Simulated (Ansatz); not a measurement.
## PbS under strains and displacements

Computed with DFT PBEsol, scalar-relativistic, plane waves, PAW in Ansatz.

Settings: cutoff 420 eV, Γ-centred mesh 6×6×2 on the computed 4-atom cell, Gaussian smearing of 0.02 eV; no spin polarisation.

Reference cell:

```
CELL_PARAMETERS angstrom
2.98282 -2.98531 0.00000
2.98282 2.98531 0.00000
-2.09833 0.00000 22.20667
ATOMIC_POSITIONS crystal
Pb 0.73256 0.72212 0.93570
Pb 0.27788 0.26744 0.06430
S 0.24595 0.21579 0.94437
S 0.78421 0.75405 0.05563
```

Each variant moves atoms of this cell by the vectors given, if any (Å), and then applies a symmetric strain (tensor components, Cartesian axes). The reference cell isn't relaxed at this level. Energies are per atom at zero smearing, counted from the lowest variant. Pressure is positive in compression.

1. strain (xx yy zz yz xz xy, %) 0.16 -3.54 -2.14 -0.42 -0.33 0.78; moves: Pb1 (-0.004, 0.026, 0.035); Pb2 (0.007, 0.026, -0.033); S3 (0.045, -0.059, 0.036); S4 (-0.048, 0.008, -0.038)
2. no strain; moves: Pb2 (0.000, 0.090, 0.000)
3. no strain; moves: S3 (0.245, 0.278, 0.057)
4. strain (xx yy zz yz xz xy, %) -6.27 0.31 -0.86 1.71 -0.29 1.20; moves: Pb1 (0.013, 0.008, 0.036); Pb2 (-0.002, 0.000, -0.018); S3 (-0.022, 0.013, -0.023); S4 (0.011, -0.021, 0.005)
5. strain (xx yy zz yz xz xy, %) 0.36 -2.49 -2.79 0.00 0.38 0.00; moves: Pb1 (-0.003, 0.017, -0.017); Pb2 (0.003, 0.017, 0.017); S3 (-0.027, -0.017, 0.014); S4 (0.027, -0.017, -0.014)
6. strain (xx yy zz yz xz xy, %) -2.72 1.01 -6.68 0.00 -4.00 0.00; moves: Pb1 (0.007, 0.064, 0.047); Pb2 (-0.007, 0.064, -0.047); S3 (0.052, -0.064, -0.179); S4 (-0.052, -0.064, 0.179)
7. strain (xx yy zz yz xz xy, %) 5.16 10.28 -1.28 0.00 -2.87 0.00; moves: Pb1 (-0.016, -0.089, -0.045); Pb2 (0.016, -0.089, 0.045); S3 (-0.128, 0.089, -0.102); S4 (0.128, 0.089, 0.102)

Task: Order the variants by energy, lowest first.

Result: 2 (0.0 meV/atom), 5 (6.6 meV/atom), 3 (26.1 meV/atom), 1 (31.6 meV/atom), 6 (32.0 meV/atom), 4 (37.6 meV/atom), 7 (174.5 meV/atom). Neighbours within 1 meV/atom are level.

Task: Order them by pressure, highest first.

Result: 4 (1.02 GPa), 1 (0.97 GPa), 6 (0.51 GPa), 5 (0.30 GPa), 3 (-0.09 GPa), 2 (-0.39 GPa), 7 (-2.00 GPa).

Spin–orbit coupling is left out, which can shift energies with elements as heavy as these. Each cell of PbS holds layers, and where no dispersion correction was added their binding is poorly described.

This form isn't the usual stable structure of the compound.